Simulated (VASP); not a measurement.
# Ti in VASP: single point with r2SCAN

Aim: the single point of Ti with r2SCAN.

Program: VASP 6.6.1. These are calculated values, not measurements. Logs are shortened: lines on timing, memory, paths and dates and some standing lists are left out, and cuts for length are marked.

## 1. The cell of the first run

The cell holds a slab with vacuum, 5 atoms: a = 2.935 Å, b = 2.935 Å, c = 24.276 Å, α = 90.00°, β = 90.00°, γ = 120.00°.

The slab is cut from a database's or a generator's crystal, which needn't be the stable form of the element.

## 2. Single point, r2SCAN ((0 0 1) slab, atoms relaxed)

POSCAR

```
Ti
1.0
    2.9351862674      0.0000000000      0.0000000000
   -1.4675931337      2.5419458724      0.0000000000
    0.0000000000      0.0000000000     24.2760974538
Ti
5
Direct
    0.3333333333      0.6666666667      0.3137882051
    0.6666666667      0.3333333333      0.4024431777
    0.3333333333      0.6666666667      0.4999999954
    0.6666666667      0.3333333333      0.5975568198
    0.3333333333      0.6666666667      0.6862118021
```

INCAR.step1

```
PREC = Accurate ; ENCUT = 520
ISMEAR = 0 ; SIGMA = 0.1
LREAL = False ; LASPH = True
NELM = 100 ; LDIPOL = True
IDIPOL = 3 ; DIPOL = 0.5 0.5 0.500
NBANDS = 38 ; GGA = PE
ALGO = Normal ; EDIFF = 1E-4
LWAVE = True ; LCHARG = False
```

INCAR.step2

```
PREC = Accurate ; ENCUT = 520
EDIFF = 1E-6 ; ISMEAR = 0
SIGMA = 0.1 ; LREAL = False
LASPH = True ; NELM = 100
ALGO = Normal ; ISIF = 2
LWAVE = False ; LCHARG = False
LDIPOL = True ; IDIPOL = 3
DIPOL = 0.5 0.5 0.500 ; METAGGA = R2SCAN
LMIXTAU = True ; NBANDS = 38
ISTART = 1
```

KPOINTS

```
regular mesh
0
Gamma
  12 12 1
```

Potentials or basis: VASP PAW PBE potentials, release 64 (Ti_sv).

Started as:

```sh
$ cat potpaw_PBE.64/Ti_sv/POTCAR > POTCAR
$ cp INCAR.step1 INCAR
$ mpirun -np 1 vasp_std > vasp.out
$ cp INCAR.step2 INCAR
$ mpirun -np 1 vasp_std > vasp.out
```

OUTCAR:

```text
PREC = Accurate
   ENCUT = 520
   EDIFF = 1E-6
   ISMEAR = 0
   LREAL = False
   LASPH = True
   NELM = 100
   ISIF = 2
   METAGGA = R2SCAN
   ISTART = 1

 ion  position               nearest neighbor table
   1  0.333  0.667  0.314-   2 2.74   2 2.74   2 2.74
   2  0.667  0.333  0.402-   1 2.74   1 2.74   1 2.74   3 2.91   3 2.91   3 2.91
   3  0.333  0.667  0.500-   2 2.91   2 2.91   2 2.91   4 2.91   4 2.91   4 2.91
   4  0.667  0.333  0.598-   5 2.74   5 2.74   5 2.74   3 2.91   3 2.91   3 2.91
   5  0.333  0.667  0.686-   4 2.74   4 2.74   4 2.74

  LATTYP: Found a hexagonal cell.
 ALAT       =     2.9351862674
 C/A-ratio  =     8.2707178496

  Lattice vectors:

 A1 = (   2.9351862674,   0.0000000000,   0.0000000000)
 A2 = (  -1.4675931337,   2.5419458724,   0.0000000000)
 A3 = (   0.0000000000,   0.0000000000,  24.2760974538)

Analysis of symmetry for initial positions (statically):
=====================================================================
 Subroutine PRICEL returns:
 Original cell was already a primitive cell.

 Routine SETGRP: Setting up the symmetry group for a
 hexagonal supercell.

 Subroutine GETGRP returns: Found 12 space group operations
 (whereof 12 operations were pure point group operations)
 out of a pool of 24 trial point group operations.

The static configuration has the point symmetry D_3h.

Analysis of symmetry for dynamics (positions and initial velocities):
=====================================================================
 Subroutine PRICEL returns:
 Original cell was already a primitive cell.

 Routine SETGRP: Setting up the symmetry group for a
 hexagonal supercell.

 Subroutine GETGRP returns: Found 12 space group operations
 (whereof 12 operations were pure point group operations)
 out of a pool of 24 trial point group operations.

The dynamic configuration has the point symmetry D_3h.

 Subroutine INISYM returns: Found 12 space group operations
 (whereof 12 operations are pure point group operations),
 and found     1 'primitive' translations

----------------------------------------------------------------------------------------

                                     Primitive cell

  volume of cell :     181.1260

  direct lattice vectors                    reciprocal lattice vectors
     2.935186267  0.000000000  0.000000000     0.340693881  0.196699704  0.000000000
    -1.467593134  2.541945872  0.000000000     0.000000000  0.393399407  0.000000000
     0.000000000  0.000000000 24.276097454     0.000000000  0.000000000  0.041192782

  length of vectors
     2.935186267  2.935186267 24.276097454     0.393399407  0.393399407  0.041192782

  position of ions in fractional coordinates (direct lattice)
     0.333333333  0.666666667  0.313788205
     0.666666667  0.333333333  0.402443178
     0.333333333  0.666666667  0.499999995
     0.666666667  0.333333333  0.597556820
     0.333333333  0.666666667  0.686211802

  ion indices of the primitive-cell ions
   primitive index   ion index
                 1           1
                 2           2
                 3           3
                 4           4
                 5           5

----------------------------------------------------------------------------------------

 KPOINTS: regular mesh

Automatic generation of k-mesh.
 Grid dimensions read from file:
 generate k-points for:   12   12    1

 Generating k-lattice:

  Cartesian coordinates                     Fractional coordinates (reciprocal lattice)
     0.028391157  0.016391642  0.000000000     0.083333333  0.000000000  0.000000000
     0.000000000  0.032783284  0.000000000     0.000000000  0.083333333  0.000000000
     0.000000000  0.000000000  0.041192782     0.000000000  0.000000000  1.000000000

  Length of vectors
     0.032783284  0.032783284  0.041192782

  Shift w.r.t. Gamma in fractional coordinates (k-lattice)
     0.000000000  0.000000000  0.000000000

 Subroutine IBZKPT returns following result:
 ===========================================

 Found     19 irreducible k-points:

 Following reciprocal coordinates:
            Coordinates               Weight
  0.000000  0.000000  0.000000      1.000000
  0.083333  0.000000  0.000000      6.000000
  0.166667  0.000000  0.000000      6.000000
  0.250000  0.000000  0.000000      6.000000
  0.333333  0.000000  0.000000      6.000000
  0.416667  0.000000  0.000000      6.000000
[... 11 lines left out ...]
  0.333333  0.250000  0.000000     12.000000
  0.333333  0.333333  0.000000      2.000000
   k-points           NKPTS =     19   k-points in BZ     NKDIM =     19   number of bands    NBANDS=     38
   number of dos      NEDOS =    301   number of ions     NIONS =      5
   total plane-waves  NPLWV = 110592
   dimension x,y,z NGX =    24 NGY =   24 NGZ =  192
   dimension x,y,z NGXF=    48 NGYF=   48 NGZF=  384
   ions per type =               5
   NGX,Y,Z   is equivalent  to a cutoff of  13.59, 13.59, 13.15 a.u.
   NGXF,Y,Z  is equivalent  to a cutoff of  27.19, 27.19, 26.30 a.u.
 SYSTEM =  unknown system
   PREC   = accura    normal or accurate (medium, high low for compatibility)
   ISTART =      1    job   : 0-new  1-cont  2-samecut
   ICHARG =      0    charge: 1-file 2-atom 10-const
   ISPIN  =      1    spin polarized calculation?
   LNONCOLLINEAR =      F non collinear calculations
   LSORBIT =      F    spin-orbit coupling
   LASPH  =      T    aspherical Exc in radial PAW
   ENCUT  =  520.0 eV  38.22 Ry    6.18 a.u.   5.46  5.46 45.14*2*pi/ulx,y,z
   NELM   =    100;   NELMIN=  2; NELMDL=  0     # of ELM steps
   EDIFF  = 0.1E-05   stopping-criterion for ELM
   LREAL  =      F    real-space projection
   EDIFFG = 0.1E-04   stopping-criterion for IOM
   NSW    =      0    number of steps for IOM
   IBRION =     -1    ionic relax: 0-MD 1-quasi-New 2-CG
   NFREE  =      0    steps in history (QN), initial steepest desc. (CG)
   ISIF   =      2    stress and relaxation
   ISYM   =      2    0-nonsym 1-usesym 2-fastsym
   POTIM  = 0.5000    time-step for ionic-motion
   TEBEG  =    0.0;   TEEND  =   0.0 temperature during run
   PSTRESS=    0.0 pullay stress
   NELECT =      60.0000    total number of electrons
   NUPDOWN=      -1.0000    fix difference up-down
   EMIN   =  10.00;   EMAX   =-10.00  energy-range for DOS
   EFERMI =   0.00;   METHOD = LEGACY
   ISMEAR =     0;   SIGMA  =   0.10  broadening in eV -4-tet -1-fermi 0-gaus
   EFERMI_NEDOS =   21; number of points for ismear=-14 and -15
   IALGO  =     38    algorithm
   IMIX   =      4    mixing-type and parameters
     AMIX     =   0.40;   BMIX     =  1.00
     AMIX_MAG =   1.60;   BMIX_MAG =  1.00
  volume/ion in A,a.u.               =      36.23       244.46
  Fermi-wavevector in a.u.,A,eV,Ry     =   1.132744  2.140575 17.457747  1.283108
  Thomas-Fermi vector in A             =   2.269445
   LORBIT       =      0    0 simple, 1 ext, 2 COOP (PROOUT), +10 PAW based schemes
   METAGGA = R2SCAN    functional components
   LHFCALC =     F    Hartree Fock is set to
   AEXX    =    0.0000 exact exchange contribution
   IVDW    =     0    specifies the selected vdW correction
   LEPSILON=     F    determine dielectric tensor
   LRPA    =     F    only Hartree local field effects (RPA)
 non-spin polarized calculation
 Gauss-broadening in eV      SIGMA  =   0.10
  energy-cutoff  :      520.00
  volume of cell :      181.13
 maximum number of plane-waves:      4987
 NGX is ok and might be reduce to    24
   NGX = 11   NGY = 11   NGZ = 91

 number of electron      59.9999993 magnetization

 dipolmoment           0.000000      0.000000     -0.000000 electrons x Angstroem

 Free energy of the ion-electron system (eV)
  ---------------------------------------------------
  ext. energy  EPLUGINS =         0.00000000
  ---------------------------------------------------
  free energy    TOTEN  =       -62.72025964 eV

  energy without entropy =      -62.68150012  energy(sigma->0) =      -62.70087988

 E-fermi :   1.7652     XC(G=0):  -6.6545

 val. band max:        1.7534834475   @ k =   0.3333   0.0833   0.0000
 cond. band min:       1.7667008588   @ k =   0.1667   0.0833   0.0000
 fundamental gap:      0.0132174112
 Fermi energy:         1.7652167197

 k-point     1 :       0.0000    0.0000    0.0000
  band No.  band energies     occupation
      1     -57.4881      2.00000
      2     -57.4868      2.00000
      3     -57.3746      2.00000
      4     -57.2613      2.00000
      5     -57.2453      2.00000
      6     -32.9957      2.00000
[... 30 lines left out ...]
     37       2.7084      0.00000
     38       3.0452      0.00000

 k-point     2 :       0.0833    0.0000    0.0000
  band No.  band energies     occupation
      1     -57.4818      2.00000
      2     -57.4807      2.00000
      3     -57.3690      2.00000
      4     -57.2572      2.00000
      5     -57.2420      2.00000
      6     -32.9824      2.00000
[... 30 lines left out ...]
     37       2.7717      0.00000
     38       2.7989      0.00000

 k-point     3 :       0.1667    0.0000    0.0000
  band No.  band energies     occupation
      1     -57.4647      2.00000
      2     -57.4638      2.00000
      3     -57.3536      2.00000
      4     -57.2462      2.00000
      5     -57.2329      2.00000
      6     -32.9460      2.00000
[... 30 lines left out ...]
     37       2.8829      0.00000
     38       3.0279      0.00000

 k-point     4 :       0.2500    0.0000    0.0000
  band No.  band energies     occupation
      1     -57.4410      2.00000
      2     -57.4406      2.00000
      3     -57.3321      2.00000
      4     -57.2312      2.00000
      5     -57.2210      2.00000
      6     -32.8995      2.00000
[... 30 lines left out ...]
     37       2.9494      0.00000
     38       3.3977      0.00000
[... 498 lines left out ...]
      4     -57.2017      2.00000
      5     -57.1992      2.00000
      6     -32.8725      2.00000
[... 30 lines left out ...]
     37       3.0812      0.00000
     38       3.5144      0.00000

 k-point    18 :       0.3333    0.2500    0.0000
  band No.  band energies     occupation
      1     -57.3846      2.00000
      2     -57.3846      2.00000
      3     -57.2781      2.00000
      4     -57.1963      2.00000
      5     -57.1956      2.00000
      6     -32.8626      2.00000
[... 30 lines left out ...]
     37       3.3222      0.00000
     38       3.6698      0.00000

 k-point    19 :       0.3333    0.3333    0.0000
  band No.  band energies     occupation
      1     -57.3814      2.00000
      2     -57.3814      2.00000
      3     -57.2749      2.00000
      4     -57.1944      2.00000
      5     -57.1943      2.00000
      6     -32.8280      2.00000
[... 30 lines left out ...]
     37       3.4300      0.00000
     38       3.7392      0.00000

------------------------ aborting loop because EDIFF is reached ----------------------------------------

 vacuum level on the upper side and lower side of the slab       (xc-potential included)        -0.018        -0.018

  FORCE on cell =-STRESS in cart. coord.  units (eV):
  Direction    XX          YY          ZZ          XY          YZ          ZX
  --------------------------------------------------------------------------------------
  -------------------------------------------------------------------------------------
  Total       -0.5932802     -0.5932802      0.1648192      0.0000000     -0.0000000      0.0000000
  in kB       -5.2479489     -5.2479489      1.4579329      0.0000000     -0.0000000      0.0000000
  external PRESSURE =      -3.0126550 kB  Pullay stress =       0.0000000 kB

 VOLUME and BASIS-vectors are now :
 -----------------------------------------------------------------------------
  energy-cutoff  :      520.00
  volume of cell :      181.13
      direct lattice vectors                 reciprocal lattice vectors
     2.935186267  0.000000000  0.000000000     0.340693881  0.196699704  0.000000000
    -1.467593134  2.541945872  0.000000000     0.000000000  0.393399407  0.000000000
     0.000000000  0.000000000 24.276097454     0.000000000  0.000000000  0.041192782

 POSITION                                       TOTAL-FORCE (eV/Angst)
 -----------------------------------------------------------------------------------
     -0.00000      1.69463      7.61755         0.000000     -0.000000     -0.045596
      1.46759      0.84732      9.76975         0.000000      0.000000      0.021359
     -0.00000      1.69463     12.13805        -0.000000      0.000000      0.000000
      1.46759      0.84732     14.50635        -0.000000      0.000000     -0.021359
     -0.00000      1.69463     16.65854         0.000000     -0.000000      0.045596
 -----------------------------------------------------------------------------------
    total drift:                                0.000000     -0.000000     -0.000009

  FREE ENERGIE OF THE ION-ELECTRON SYSTEM (eV)
  ---------------------------------------------------
  free  energy   TOTEN  =       -62.7202596367 eV

  energy  without entropy=      -62.6815001238  energy(sigma->0) =      -62.70087988

 vacuum level on the upper side and lower side of the slab         6.303         6.303
```

It took 7.8 min on 1 thread of Intel Xeon Platinum 8488C (Sapphire Rapids), shared host; peak memory 0.39 GiB.

What came out:

* Free energy: -62.7203 eV
* Largest force: 0.046 eV/Å
* Band gap on the k mesh: none (metal or under the smearing width)

Forces in eV/Å, atoms in the order of the input:
```
Ti   0.000  0.000 -0.046
Ti   0.000  0.000  0.021
Ti   0.000  0.000  0.000
Ti   0.000  0.000 -0.021
Ti   0.000  0.000  0.046
```

Caveat: the PAW data sets were made with another functional, which shifts forces and pressure a little.
